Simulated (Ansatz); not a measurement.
ZrO2:
Space group P2₁/c (No. 14); a = 5.153 Å, b = 5.225 Å, c = 5.331 Å, α = γ = 90.00°, β = 99.40°

```json
[
 {"atom": "Zr", "site": "4e", "symmetry": "1", "x": "0.2761", "y": "0.0422", "z": "0.2098"},
 {"atom": "O", "site": "4e", "symmetry": "1", "x": "0.0688", "y": "0.3327", "z": "0.3448"},
 {"atom": "O", "site": "4e", "symmetry": "1", "x": "0.5503", "y": "0.2573", "z": "0.0223"}
]
```

Relaxed with r²SCAN.

Task: Give the optical modes at the zone centre with their infrared activity from DFPT, plane-wave PAW r²SCAN (Ansatz code).

Result: Transverse frequencies, without the LO–TO term; a row sums one degenerate level.

```tsv
ω (cm⁻¹)	degeneracy	IR ((D/Å)²/amu)	activity	symmetry
102	1	0.00	IR-inactive	Ag
171	1	0.00	IR-inactive	Bg
174	1	0.00	IR-inactive	Ag
175	1	0.14	IR	Au
185	1	0.00	IR-inactive	Ag
217	1	15.77	IR	Bu
221	1	0.00	IR-inactive	Bg
242	1	1.76	IR	Au
251	1	19.66	IR	Au
295	1	2.07	IR	Bu
301	1	0.00	IR-inactive	Ag
309	1	77.20	IR	Bu
321	1	0.00	IR-inactive	Bg
328	1	0.00	IR-inactive	Bg
337	1	31.95	IR	Au
339	1	0.00	IR-inactive	Ag
344	1	60.18	IR	Bu
377	1	0.00	IR-inactive	Ag
378	1	0.00	IR-inactive	Bg
393	1	51.34	IR	Au
406	1	23.42	IR	Bu
466	1	0.00	IR-inactive	Ag
475	1	16.39	IR	Au
479	1	31.00	IR	Bu
490	1	0.00	IR-inactive	Bg
533	1	0.00	IR-inactive	Bg
545	1	0.00	IR-inactive	Ag
565	1	11.94	IR	Au
601	1	0.00	IR-inactive	Bg
625	1	0.00	IR-inactive	Ag
636	1	0.11	IR	Au
712	1	15.94	IR	Bu
747	1	0.00	IR-inactive	Bg
```

Task: How high does the top mode go among those that the LO–TO term moves?

Result: 805 cm⁻¹ for q along x, 756 cm⁻¹ for q along y, 716 cm⁻¹ for q along z.

Space group P2_1/c. Symmetry was held in the r²SCAN relaxation. No spin polarisation was allowed.

Potentials: the earlier of the program's two PAW sets. The files were generated under PBE; for other functionals the program regenerates the frozen cores, and for LDA and PBEsol the local potential too.
